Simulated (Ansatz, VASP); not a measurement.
Ru in VASP and in Ansatz

INCAR

```
SYSTEM = Ru
PREC = Accurate
ENCUT = 600
EDIFF = 1E-6
ISMEAR = -1
SIGMA = 0.1
LREAL = .False.
LASPH = .True.
NELM = 100
ALGO = Normal
ISIF = 3
LWAVE = .False.
LCHARG = .False.
GGA = PS
IBRION = 2
NSW = 60
EDIFFG = -0.005
```

Contents of KPOINTS:

```
regular mesh
0
Gamma
  15 15 15
  0 0 0
```

Contents of POSCAR:

```
Ru
1.0
    2.4321304286      0.0000000000      0.0000000000
    0.0000000000      2.4321304286      0.0000000000
    0.0000000000      0.0000000000      2.4321304286
Ru
1
Direct
    0.0000000000      0.0000000000      0.0000000000
```

Input for Ansatz:

```yaml
crystal:
  lattice:
    - [2.4321304286, 0.0, 0.0]
    - [0.0, 2.4321304286, 0.0]
    - [0.0, 0.0, 2.4321304286]
  atoms:
    - { symbol: Ru, position: [0.0, 0.0, 0.0] }
kpoints:
  mp_grid: { grid: [15, 15, 15] }
scf:
  occupations: { method: fermi_dirac, width: 0.1 }
hamiltonian:
  xc: pbesol
  pseudopotentials: { kind: paw }
output:
  forces: true
  stress: true
relax:
  f_tol: 0.005
  max_steps: 40
  cell: {}
```

Alike in both runs: task relaxation of cell and atoms; functional PBEsol; k mesh 15 × 15 × 15; occupations fermi-dirac, width 0.1 eV; no spin polarisation.

|  | VASP | Ansatz |
| --- | --- | --- |
| version | VASP 6.6.1 | Ansatz 0.2.0 |
| potentials or method | VASP PAW PBE potentials, release 64 (Ru_pv) | PAW with Ansatz's default frozen-core files, scalar-relativistic |
| plane-wave cutoff (eV) | 600 | 420 |
| valence electrons in the cell | 14 | 16 |

```tsv
	VASP	Ansatz	Ansatz less VASP
relaxed volume (Å³/atom)	15.28	15.27	-0.009
relaxed cell length with the largest relative difference (Å)	2.481	2.481	-0.0005
energy change over the relaxation (meV/atom)	-45	-44	+1.2
```

The two sets of potentials don't hold the same shells in valence.

Caveats: the PAW data sets were made with another functional, which shifts forces and pressure a little (VASP).
